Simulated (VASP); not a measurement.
NaI: single point with HSE06

Crystal: NaI.

```
CELL_PARAMETERS angstrom
0.00000 3.54319 3.54319
3.54319 0.00000 3.54319
3.54319 3.54319 0.00000
ATOMIC_POSITIONS crystal
Na 0.00000 0.00000 0.00000
I 0.25000 0.25000 0.25000
```

The cell was built by a generator and needn't be a form met in nature.

```
Program                            : VASP 6.6.1
Task                               : single point
Functional                         : HSE06
Potentials or basis                : VASP PAW PBE potentials, release 64 (Na_pv, I)
Cutoff                             : 520 eV
k mesh                             : 4 × 4 × 4
Occupations                        : gaussian, width 0.01 eV
Spin                               : no spin polarisation
Dipole correction                  : no
Exchange at q = 0                  : truncated
Grid for exact exchange (PRECFOCK) : Normal
Screening parameter                : 0.2079 1/A
Further INCAR settings             : ALGO = Normal; EDIFF = 1e-07; NBANDS = 14
```

```yaml
Pressure: 0.2 GPa
Band_gap_on_the_k_mesh: 4.80 eV, direct
```

Levels at points of the mesh, in eV from the valence-band top:
| k point | band 4 | band 5 | band 6 | band 7 | band 8 | band 9 | band 10 | band 11 |
| --- | --- | --- | --- | --- | --- | --- | --- | --- |
| (0.00, 0.00, 0.00) | -11.32 | 0.00 | 0.00 | 0.00 | 4.80 | 9.01 | 9.01 | 9.01 |
| (0.50, 0.00, 0.00) | -11.17 | -1.29 | -0.14 | -0.14 | 6.45 | 8.74 | 8.74 | 8.74 |
| (0.50, 0.50, 0.00) | -11.12 | -1.19 | -0.43 | -0.43 | 6.12 | 7.24 | 10.19 | 11.63 |

It took 15 min on 1 thread of Intel(R) Xeon(R) Platinum 8175M CPU @ 2.50GHz (Skylake/Cascade Lake) (shared host), peak memory 0.35 GiB.

Caveat: the PAW data sets were made with another functional, which shifts forces and pressure a little; spin-orbit coupling is left out, which moves the levels of the heavy elements.
